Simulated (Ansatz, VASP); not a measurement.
# KBr: VASP beside Ansatz

The input INCAR:

```
PREC = Accurate
ENCUT = 520
EDIFF = 1E-6
ISMEAR = 0
SIGMA = 0.05
LREAL = False
LASPH = True
NELM = 100
ALGO = Normal
ISIF = 2
LWAVE = False
LCHARG = False
GGA = PS
NBANDS = 15
```

The input KPOINTS:

```
regular mesh
0
Gamma
  6 6 6
```

Contents of POSCAR:

```
KBr
1.0
    0.0000000000      3.5368688720      3.0128882984
    3.5368688720      0.0000000000      3.0128882984
    3.5368688720      3.5368688720      0.0000000000
K Br
1 1
Direct
    0.0000000000      0.0000000000      0.0000000000
    0.5000000000      0.5000000000      0.5000000000
```

Input for Ansatz:

```yaml
crystal:
  lattice:
    - [0.0, 3.536868872, 3.0128882984]
    - [3.536868872, 0.0, 3.0128882984]
    - [3.536868872, 3.536868872, 0.0]
  atoms:
    - { symbol: K, position: [0.0, 0.0, 0.0] }
    - { symbol: Br, position: [0.5, 0.5, 0.5] }
basis:
  ecutwfc: 420
kpoints:
  mp_grid: { grid: [6, 6, 6] }
hamiltonian:
  xc: pbesol
scf:
  occupations: { method: gaussian, width: 0.05 }
output:
  forces: true
  stress: true
  eigenvalues: true
```

Change from the starting cell: strain +0.080 along x and y, -0.080 along z, atoms carried along.

Alike in both runs: task single point; functional PBEsol; k mesh 6 × 6 × 6; occupations gaussian, width 0.05 eV; no spin polarisation.

|  | VASP | Ansatz |
| --- | --- | --- |
| version | VASP 6.6.1 | Ansatz 0.2.0 |
| potentials or method | VASP PAW PBE potentials, release 64 (K_sv, Br) | scalar-relativistic, plane waves, PAW |
| plane-wave cutoff (eV) | 520 | 420 |
| valence electrons in the cell | 16 | 16 |

Ansatz gave:

```
gap on the k mesh at the Fermi level (eV)       : 4.07
least direct gap on the mesh (eV)               : 4.07
pressure (GPa)                                  : 0.2
largest component of the traceless stress (GPa) : 3.62
```

**Question.** Which values does VASP return?

**Answer.** gap on the k mesh at the Fermi level (eV): 4.06; least direct gap on the mesh (eV): 4.06; pressure (GPa): 0.3; largest component of the traceless stress (GPa): 3.69.

Caveats: the PAW data sets were made with another functional, which shifts forces and pressure a little (VASP).
